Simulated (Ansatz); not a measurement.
**Elastic constants of Al$_{2}$Cu at 18 GPa (stress–strain coefficients): input and output**

Method: DFT PBEsol, scalar-relativistic, plane waves, PAW (Ansatz 0.2.0).

Launched with:
```bash
ansatz run input.yaml --threads 1 --pin off --max-ram 3072MiB --backend cpu --events-out ev --progress --plain --runs-dir out
```

Input (bare energies are in eV):
```yaml
crystal:
  lattice:
    - [-1.9391811728, 1.9391811728, 2.7424163145]
    - [1.9391811728, -1.9391811728, 2.7424163145]
    - [1.9391811728, 1.9391811728, -2.7424163145]
  atoms:
    - { symbol: Al, position: [0.75, 0.25, 0.5] }
    - { symbol: Al, position: [0.25, 0.75, 0.5] }
    - { symbol: Cu, position: [0.5, 0.5, 0.0] }
basis:
  ecutwfc: 420
kpoints:
  mp_grid: { grid: [16, 16, 16] }
hamiltonian:
  xc: pbesol
scf:
  occupations: { method: fermi_dirac, width: 0.15 }
output:
  forces: true
  stress: true
  eigenvalues: true
elastic:
  mode: relaxed_ion
  amplitude: 0.005
  stencil: two_point
```

From the output:
```
--- Elastic constants: 1 strain direction × 2 members + reference (group order 48) ---
  dense FFT box of the reference and of every strained cell: 27×27×27
  strains applied: 11; error gains: componentwise 1.73 (the most a stress slope's error grows in a printed constant), spectral 1.73 (1 for all six strains in a standard setting)
  C = ∂σ_k/∂η_j (tension-positive GPa; Voigt order 11 22 33 23 13 12):
       280.589    120.209    130.960      0.000      0.000      0.000
       120.209    280.589    130.960      0.000      0.000      0.000
       130.960    130.960    269.837      0.000      0.000     -0.000
        -0.000      0.000     -0.000     80.190     -0.000      0.000
         0.000     -0.000     -0.000     -0.000     80.190     -0.000
        -0.000      0.000     -0.000      0.000      0.000     69.439
  reference stress σ⁰ (GPa):    -18.003    -18.003    -18.003     -0.000     -0.000      0.000
  C* (energy form; C + prestress term) asymmetry max|C*_kj − C*_jk| = 8.527e-14 GPa — a small one proves nothing (zero by symmetry where the batch's group is 432, −43m or m−3m); a large one is finite-difference/SCF noise where every solve ...
  moduli (Voigt/Reuss/Hill, GPa): K = 177.25/177.25/177.25   G = 75.89/75.51/75.70   E = 198.80   ν = 0.313
  mechanically stable: yes (min eigenvalue of sym C = 69.44 GPa)
  strain η (Voigt 11):  stress-route row diagonal C_11 = 280.59 GPa, energy-path curvature d²(F+E_count+ΔE)/dδ²/Ω₀ = 280.58 GPa
         δ    σ_11 (GPa) F (eV) n_scf n_hpsi n_pw
    -5.000e-3     -19.4100       -7638.1359697      10  222634    821   relax 3 steps, max|allowed force component| 1.90e-6 eV/Å
     5.000e-3     -16.6041       -7638.1823210      10  222619    869   relax 3 steps, max|allowed force component| 1.92e-8 eV/Å
```

It took 3.5 min on 1 thread of Intel(R) Xeon(R) Platinum 8375C CPU @ 2.90GHz (Ice Lake), on a shared host, peak memory 0.72 GiB.

In a metal, frequencies and elastic constants depend on the k mesh and the smearing, soft modes and shear constants most. Other phases may be more stable at this pressure.